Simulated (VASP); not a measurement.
Set up this calculation in VASP 6.6.1, as the native input.

| Quantity | Value |
| --- | --- |
| Task | single point |
| Functional | HSE(alpha, omega) |
| Potentials or basis | VASP PAW PBE potentials, release 64 (Hf_pv, O) |
| Cutoff | 520 eV |
| k mesh | 2 × 2 × 2 |
| Occupations | gaussian, width 0.05 eV |
| Spin | no spin polarisation |
| Share of exact exchange | 0.35 |
| Grid for exact exchange (PRECFOCK) | Fast |
| Further INCAR settings | ALGO = Normal; EDIFF = 1e-06 |

Crystal: HfO2.

```
CELL_PARAMETERS angstrom
5.11800 0.00000 0.00000
0.00000 5.18570 0.00000
-0.85866 0.00000 5.21387
ATOMIC_POSITIONS crystal
Hf 0.27550 0.03970 0.20800
Hf 0.72450 0.53970 0.29200
Hf 0.72450 0.96030 0.79200
Hf 0.27550 0.46030 0.70800
O 0.44870 0.75810 0.48010
O 0.55130 0.25810 0.01990
O 0.55130 0.24190 0.51990
O 0.44870 0.74190 0.98010
O 0.07420 0.33160 0.34670
O 0.92580 0.83160 0.15330
O 0.92580 0.66840 0.65330
O 0.07420 0.16840 0.84670
```

The input as run:

POSCAR

```
HfO2
1.0
    5.1180000000      0.0000000000      0.0000000000
    0.0000000000      5.1857000000      0.0000000000
   -0.8586630598      0.0000000000      5.2138671406
Hf O
4 8
Direct
    0.2755000000      0.0397000000      0.2080000000
    0.7245000000      0.5397000000      0.2920000000
    0.7245000000      0.9603000000      0.7920000000
    0.2755000000      0.4603000000      0.7080000000
    0.4487000000      0.7581000000      0.4801000000
    0.5513000000      0.2581000000      0.0199000000
    0.5513000000      0.2419000000      0.5199000000
    0.4487000000      0.7419000000      0.9801000000
    0.0742000000      0.3316000000      0.3467000000
    0.9258000000      0.8316000000      0.1533000000
    0.9258000000      0.6684000000      0.6533000000
    0.0742000000      0.1684000000      0.8467000000
```

INCAR.step1

```
SYSTEM = HfO2
PREC = Accurate ; ENCUT = 520
EDIFF = 1E-5 ; ISMEAR = 0
SIGMA = 0.05 ; LREAL = .False.
LASPH = .True. ; NELM = 80
ALGO = Normal ; ISIF = 2
LWAVE = .True. ; LCHARG = .False.
GGA = PE
```

INCAR.step2

```
SYSTEM = HfO2
PREC = Accurate ; ENCUT = 520
EDIFF = 1E-6 ; ISMEAR = 0
SIGMA = 0.05 ; LREAL = .False.
LASPH = .True. ; NELM = 80
ALGO = Normal ; ISIF = 2
LWAVE = .False. ; LCHARG = .False.
GGA = PE ; LHFCALC = .True.
HFSCREEN = 0.2 ; AEXX = 0.35
PRECFOCK = Fast ; ISTART = 1
```

KPOINTS

```
Automatic mesh
0
Gamma
  2 2 2
  0 0 0
```

Potentials or basis: VASP PAW PBE potentials, release 64 (Hf_pv, O).

Command:

```bash
$ cat potpaw_PBE.64/Hf_pv/POTCAR potpaw_PBE.64/O/POTCAR > POTCAR
$ cp INCAR.step1 INCAR
$ mpirun -np 1 vasp_std > vasp.out
$ cp INCAR.step2 INCAR
$ mpirun -np 1 vasp_std > vasp.out
```

Results of the run:

The pressure is -6.8 GPa and the largest force is 0.399 eV/Å. The band gap on the k mesh is 6.37 eV, indirect (least direct gap 6.47 eV).

Caveat: the k mesh is coarse (spacing up to 0.62 Å⁻¹), so the values aren't converged, least of all with exact exchange; the PAW data sets were made with another functional, which shifts forces and pressure a little; spin-orbit coupling is left out, which moves the levels of the heavy elements.

It took 10 min on 1 thread of Intel(R) Xeon(R) 6975P-C (Granite Rapids), with other jobs on the host, peak memory 0.4 GiB.
